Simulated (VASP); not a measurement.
# K (Im-3m) in VASP: further runs, part 2 of 2

VASP 6.6.1.

## Step 5: Single point, r2SCAN

File INCAR:

```
SYSTEM = K
ADDGRID = .True.
ALGO = Normal
EDIFF = 1E-6
ENCUT = 450
ISIF = 2
ISMEAR = -1
LASPH = .True.
LCHARG = .False.
LMIXTAU = .True.
LREAL = .False.
LWAVE = .False.
METAGGA = R2SCAN
NBANDS = 10
NELM = 100
PREC = Accurate
SIGMA = 0.15
```

File KPOINTS:

```
k-points
0
Gamma
  4 4 4
  0 0 0
```

File POSCAR:

```
K
1.0
   -2.6491090000      2.6630490000      2.6437420000
    2.6773590000     -2.6874940000      2.6964360000
    2.7342160000      2.7726000000     -2.6681870000
K
1
Direct
   -0.0060180000      0.0074470000      0.0002300000
```

Potentials or basis: VASP PAW PBE potentials, release 64 (K_pv).

Command:

```bash
> cat potpaw_PBE.64/K_pv/POTCAR > POTCAR
> mpirun -np 1 vasp_std > vasp.out
```

OUTCAR:

```text
SYSTEM = K
   EDIFF = 1E-6
   ENCUT = 450
   ISIF = 2
   ISMEAR = -1
   LASPH = .True.
   LREAL = .False.
   METAGGA = R2SCAN
   NELM = 100
   PREC = Accurate

 Found     36 irreducible k-points:

 Following reciprocal coordinates:
            Coordinates               Weight
  0.000000  0.000000  0.000000      1.000000
  0.250000  0.000000 -0.000000      2.000000
  0.500000  0.000000 -0.000000      1.000000
  0.000000  0.250000  0.000000      2.000000
  0.250000  0.250000 -0.000000      2.000000
  0.500000  0.250000 -0.000000      2.000000
   k-points           NKPTS =     36   k-points in BZ     NKDIM =     36   number of bands    NBANDS=     10
   number of dos      NEDOS =    301   number of ions     NIONS =      1
   total plane-waves  NPLWV =  36864
   dimension x,y,z NGX =    32 NGY =   32 NGZ =   36
   dimension x,y,z NGXF=    64 NGYF=   64 NGZF=   72
   ions per type =               1
   NGX,Y,Z   is equivalent  to a cutoff of  11.58, 11.43, 12.68 a.u.
   NGXF,Y,Z  is equivalent  to a cutoff of  23.16, 22.86, 25.36 a.u.
 SYSTEM =  K
   PREC   = accura    normal or accurate (medium, high low for compatibility)
   ISTART =      0    job   : 0-new  1-cont  2-samecut
   ICHARG =      2    charge: 1-file 2-atom 10-const
   ISPIN  =      1    spin polarized calculation?
   LNONCOLLINEAR =      F non collinear calculations
[... 62 lines left out ...]
      2     -17.4936      2.00000
      3     -17.4925      2.00000
      4      -3.4269      2.00000
      5       3.4694      0.00000
      6       3.5320      0.00000
      7       3.6623      0.00000
      8       4.5048      0.00000
      9       4.6056      0.00000
     10       6.8406      0.00000
[... 53 lines left out ...]
 k-point     6 :       0.5000    0.2500   -0.0000
  band No.  band energies     occupation
      1     -17.5468      2.00000
      2     -17.5154      2.00000
      3     -17.4981      2.00000
      4      -1.2024      0.90887
      5       0.7885      0.00000
      6       1.4137      0.00000
      7       3.9068      0.00000
      8       4.3002      0.00000
      9       5.0656      0.00000
     10       6.2452      0.00000

 [... further k-points ...]

------------------------ aborting loop because EDIFF is reached ----------------------------------------

  FORCE on cell =-STRESS in cart. coord.  units (eV):
  Direction    XX          YY          ZZ          XY          YZ          ZX
  --------------------------------------------------------------------------------------
  -------------------------------------------------------------------------------------
  Total       -0.0002358     -0.0015770      0.0083254     -0.0122891      0.0034544     -0.0012165
  in kB       -0.0048119     -0.0321783      0.1698802     -0.2507608      0.0704864     -0.0248229
  external PRESSURE =       0.0442967 kB  Pullay stress =       0.0000000 kB

 VOLUME and BASIS-vectors are now :
 -----------------------------------------------------------------------------
  energy-cutoff  :      450.00
  volume of cell :       78.52
      direct lattice vectors                 reciprocal lattice vectors
    -2.649109000  2.663049000  2.643742000    -0.003889548  0.184877607  0.188126541
     2.677359000 -2.687494000  2.696436000     0.183848792 -0.002040834  0.186277758
     2.734216000  2.772600000 -2.668187000     0.181941348  0.181121382 -0.000133391

 POSITION                                       TOTAL-FORCE (eV/Angst)
 -----------------------------------------------------------------------------------
     -2.61260      2.62765      2.64730         0.000000      0.000000      0.000000
 -----------------------------------------------------------------------------------
    total drift:                               -0.000003      0.000022      0.000011

  FREE ENERGIE OF THE ION-ELECTRON SYSTEM (eV)
  ---------------------------------------------------
  free  energy   TOTEN  =        -5.9750103195 eV

  energy  without entropy=       -5.8913924642  energy(sigma->0) =       -5.93320139
```

stdout:

```text
POSCAR found type information on POSCAR K
 POSCAR found :  1 types and       1 ions
 scaLAPACK will be used
 -----------------------------------------------------------------------------
|                                                                             |
|                                                                             |
|     You enforced a specific xc type in the INCAR file but a different       |
|     I HOPE YOU KNOW WHAT YOU ARE DOING!                                     |
|                                                                             |
 -----------------------------------------------------------------------------

 LDA part: xc-table for (None), standard interpolation
 POSCAR, INCAR and KPOINTS ok, starting setup
 FFT: planning ... GRIDC
 FFT: planning ... GRID_SOFT
 FFT: planning ... GRID
 WAVECAR not read
 entering main loop
```

Wall time 81 s (1 thread of Intel Xeon Platinum 8559C (Emerald Rapids), shared host); peak memory 0.31 GiB.

These settings aren't checked as converged: the numbers below hold their error.

Results:

```yaml
Free_energy: -5.9750 eV
Pressure: 0.0 GPa
Band_gap_on_the_k_mesh: none (metal or under the smearing width)
```

Caveat: the k mesh is coarse (spacing up to 0.41 Å⁻¹), so the values aren't converged; the PAW data sets were made with another functional, which shifts forces and pressure a little.

## Step 6: Single point, r2SCAN

INCAR: that of step 5 with these lines changed.

```diff
@@ -1,3 +1,3 @@
 SYSTEM = K
-ADDGRID = .True.
+ADDGRID = .False.
 ALGO = Normal
@@ -7,3 +7,3 @@
 ISMEAR = -1
-LASPH = .True.
+LASPH = .False.
 LCHARG = .False.
```

KPOINTS is that of step 5.

File POSCAR:

```
K
1.0
   -2.6975585167      2.6975585167      2.6975585167
    2.6975585167     -2.6975585167      2.6975585167
    2.6975585167      2.6975585167     -2.6975585167
K
1
Direct
    0.0000000000      0.0000000000      0.0000000000
```

Potentials or basis: VASP PAW PBE potentials, release 64 (K_pv).

Command:

```bash
> cat potpaw_PBE.64/K_pv/POTCAR > POTCAR
> mpirun -np 1 vasp_std > vasp.out
```

OUTCAR:

```text
SYSTEM = K
   EDIFF = 1E-6
   ENCUT = 450
   ISIF = 2
   ISMEAR = -1
   LASPH = .False.
   LREAL = .False.
   METAGGA = R2SCAN
   NELM = 100
   PREC = Accurate
     LASPH = .TRUE.)

 Found      8 irreducible k-points:

 Following reciprocal coordinates:
            Coordinates               Weight
  0.000000  0.000000  0.000000      1.000000
  0.250000  0.000000  0.000000     12.000000
  0.500000  0.000000  0.000000      6.000000
  0.250000  0.250000  0.000000     24.000000
  0.250000  0.250000  0.250000      2.000000
[... 152 lines left out ...]
 [... further k-points ...]

------------------------ aborting loop because EDIFF is reached ----------------------------------------

  FORCE on cell =-STRESS in cart. coord.  units (eV):
  Direction    XX          YY          ZZ          XY          YZ          ZX
  --------------------------------------------------------------------------------------
  -------------------------------------------------------------------------------------
  Total       -0.0053089     -0.0053089     -0.0053089      0.0000000     -0.0000000      0.0000000
  in kB       -0.1083275     -0.1083275     -0.1083275      0.0000000     -0.0000000      0.0000000
  external PRESSURE =      -0.1083275 kB  Pullay stress =       0.0000000 kB

 VOLUME and BASIS-vectors are now :
 -----------------------------------------------------------------------------
  energy-cutoff  :      450.00
  volume of cell :       78.52
      direct lattice vectors                 reciprocal lattice vectors
    -2.697558517  2.697558517  2.697558517     0.000000000  0.185352791  0.185352791
     2.697558517 -2.697558517  2.697558517     0.185352791  0.000000000  0.185352791
     2.697558517  2.697558517 -2.697558517     0.185352791  0.185352791  0.000000000

 POSITION                                       TOTAL-FORCE (eV/Angst)
 -----------------------------------------------------------------------------------
      0.00000      0.00000      0.00000        -0.000000     -0.000000      0.000000
 -----------------------------------------------------------------------------------
    total drift:                               -0.000000      0.000000      0.000000

  FREE ENERGIE OF THE ION-ELECTRON SYSTEM (eV)
  ---------------------------------------------------
  free  energy   TOTEN  =        -5.9751853008 eV

  energy  without entropy=       -5.8906411718  energy(sigma->0) =       -5.93291324
```

OSZICAR:

```text
N       E                     dE             d eps       ncg     rms          rms(c)
DAV:   1     0.929686732647E+01    0.92969E+01   -0.28927E+03   168   0.458E+02
DAV:   2    -0.638878854497E+01   -0.15686E+02   -0.15567E+02   184   0.952E+01
DAV:   3    -0.656026011864E+01   -0.17147E+00   -0.17138E+00   230   0.878E+00
[... 15 lines left out ...]
DAV:  19    -0.597519322453E+01   -0.37965E-05   -0.23025E-05   160   0.343E-02    0.371E-03
DAV:  20    -0.597518244834E+01    0.10776E-04   -0.65378E-06   160   0.145E-02    0.336E-03
DAV:  21    -0.597518370320E+01   -0.12549E-05   -0.24709E-06   160   0.152E-02    0.226E-03
DAV:  22    -0.597518585611E+01   -0.21529E-05   -0.29728E-06   160   0.115E-02    0.181E-04
DAV:  23    -0.597518530080E+01    0.55531E-06   -0.12278E-07   168   0.213E-03
   1 F= -.59751853E+01 E0= -.59329132E+01  d E =-.845441E-01
```

Wall time 18 s (1 thread of Intel Xeon Platinum 8559C (Emerald Rapids), shared host); peak memory 0.18 GiB.

The run converged, but some of its settings lie outside the range that counts as converged, so its numbers aren't taken as properties of the crystal.

Results:

```yaml
Free_energy: -5.9752 eV
Pressure: 0.0 GPa
Band_gap_on_the_k_mesh: none (metal or under the smearing width)
```

Caveat: the k mesh is coarse (spacing up to 0.41 Å⁻¹), so the values aren't converged; the PAW data sets were made with another functional, which shifts forces and pressure a little.
